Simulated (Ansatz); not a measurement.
# An F vacancy in perovskite KMgF3, 39 atoms, charge +1

Aim: the barrier for an atom's jump, from a relaxed start and a climbing-image band; single points by other levels frame it (PBEsol and HSE06).

Program: Ansatz 0.2.0, PAW, plane waves. These are calculated values, not measurements.

### Step 1. The system as built

39 atoms (8 K, 8 Mg, 23 F); a = 7.983 Å, b = 7.983 Å, c = 7.983 Å, α = 90.00°, β = 90.00°, γ = 90.00°. All atoms were shaken off their sites by about 0.02 Å along each axis. Defect site 1: (0.250, 0.250, 0.500).

The runs, in order: (2) PBEsol relaxation at the single k point (¼, ¼, ¼), on 1 × NVIDIA GB200 with 8 threads of Arm Neoverse-V2; (3) HSE06 single point at the single k point (¼, ¼, ¼), on 1 × NVIDIA GB200 with 8 threads of Arm Neoverse-V2; (4) PBEsol band at the single k point (¼, ¼, ¼), on 1 × NVIDIA GB200 with 8 threads of Arm Neoverse-V2; (5) HSE06 single point at the single k point (¼, ¼, ¼), on 1 × NVIDIA GB200 with 8 threads of Arm Neoverse-V2.

### Step 2. Relaxing the atoms with PBEsol

File in.yaml:

```yaml
crystal:
  lattice:
    - [7.982544, 0.000000, 0.000000]
    - [0.000000, 7.982544, 0.000000]
    - [0.000000, 0.000000, 7.982544]
  atoms:
    - { symbol: K, position: [0.998801, 0.000654, 0.998515] }
    - { symbol: K, position: [0.003776, 0.999176, 0.500729] }
    - { symbol: K, position: [0.999352, 0.498767, 0.003920] }
    - { symbol: K, position: [0.000399, 0.500091, 0.498218] }
    - { symbol: K, position: [0.504610, 0.000094, 0.001134] }
    - { symbol: K, position: [0.503215, 0.997713, 0.499627] }
    - { symbol: K, position: [0.500005, 0.499726, 0.001199] }
    - { symbol: K, position: [0.497207, 0.499562, 0.497064] }
    - { symbol: Mg, position: [0.252840, 0.247876, 0.247898] }
    - { symbol: Mg, position: [0.249658, 0.252050, 0.749810] }
    - { symbol: Mg, position: [0.254090, 0.756262, 0.249464] }
    - { symbol: Mg, position: [0.248154, 0.749720, 0.749450] }
    - { symbol: Mg, position: [0.748741, 0.247642, 0.251193] }
    - { symbol: Mg, position: [0.748035, 0.248289, 0.746391] }
    - { symbol: Mg, position: [0.749679, 0.746092, 0.251622] }
    - { symbol: Mg, position: [0.751808, 0.751260, 0.749234] }
    - { symbol: F, position: [0.253293, 0.249467, 0.996694] }
    - { symbol: F, position: [0.249308, 0.751533, 0.002938] }
    - { symbol: F, position: [0.252358, 0.750514, 0.497437] }
    - { symbol: F, position: [0.748085, 0.252380, 0.000616] }
    - { symbol: F, position: [0.751186, 0.247543, 0.504017] }
    - { symbol: F, position: [0.748731, 0.750989, 0.002565] }
    - { symbol: F, position: [0.749287, 0.753419, 0.504969] }
    - { symbol: F, position: [0.003192, 0.251488, 0.251595] }
    - { symbol: F, position: [0.998869, 0.250561, 0.750482] }
    - { symbol: F, position: [0.995604, 0.743769, 0.249185] }
    - { symbol: F, position: [0.998833, 0.750459, 0.748853] }
    - { symbol: F, position: [0.501198, 0.250951, 0.253671] }
    - { symbol: F, position: [0.505037, 0.248947, 0.750584] }
    - { symbol: F, position: [0.497587, 0.748201, 0.250112] }
    - { symbol: F, position: [0.496326, 0.746559, 0.750423] }
    - { symbol: F, position: [0.251454, 0.996693, 0.253951] }
    - { symbol: F, position: [0.250170, 0.998357, 0.750865] }
    - { symbol: F, position: [0.248127, 0.500369, 0.248662] }
    - { symbol: F, position: [0.257147, 0.497441, 0.753050] }
    - { symbol: F, position: [0.750383, 0.000418, 0.252392] }
    - { symbol: F, position: [0.744095, 0.996660, 0.747661] }
    - { symbol: F, position: [0.748086, 0.496132, 0.252624] }
    - { symbol: F, position: [0.751506, 0.499271, 0.751943] }
  symmetry: { detect: false }
kpoints:
  mp_grid: { grid: [1, 1, 1], shift: [0.25, 0.25, 0.25] }
hamiltonian:
  xc: pbesol
total_charge: 1
scf:
  occupations: { method: fermi_dirac, width: 0.01 }
relax:
  f_tol: 0.03
  max_steps: 80
  escape_saddle: false
  adjacent_minimum: "off"
output:
  forces: true
  eigenvalues: true
  populations: true
  charged_corrections: { epsilon: 7 }
```

Command:

```bash
$ ansatz run in.yaml --threads 8 --pin off --max-ram 118750MiB --runs-dir r --events-out ev --progress --plain --backend cuda --devices 0, --max-vram 170GiB
```

After this run come: Single point with HSE06; Nudged elastic band for the jump; HSE06 on the same atoms.

Q: Predict the outcome of this session. Wanted: for each run, top filled to lowest empty.

As calculated:

| level | time | top filled to lowest empty (eV) |
| --- | --- | --- |
| PBEsol, relaxation | 2.5 s (GPU) | 6.64 |
| HSE06 | 5 s (GPU) | 8.78 |
| HSE06, at the band's top | 5 s (GPU) | 9.32 |

```
                   quantity                             value
                 relaxation  5 recorded steps, 1.10 eV gained
              largest shift     0.16 Å (F35 and others alike)
barrier forwards, backwards                     0.52, 0.52 eV
                       jump                       F by 2.56 Å
            band iterations                                 6
    top less start by HSE06                           0.55 eV
```

**What this shows.** Relaxation gains 1.10 eV, with shifts up to 0.16 Å (F35 and others alike). The PBEsol barrier is 0.52 eV forwards and 0.52 eV back, about 20 times kT at 300 K, without charge corrections. The cell's size and k points aren't converged for it. The top is a first-order saddle. On the same two geometries HSE06 gives 0.55 eV. At the same k points, PBEsol gives a spacing 2.14 eV smaller than the 8.78 eV of HSE06. In a defect cell this spacing can involve defect levels, so it need not be the gap.
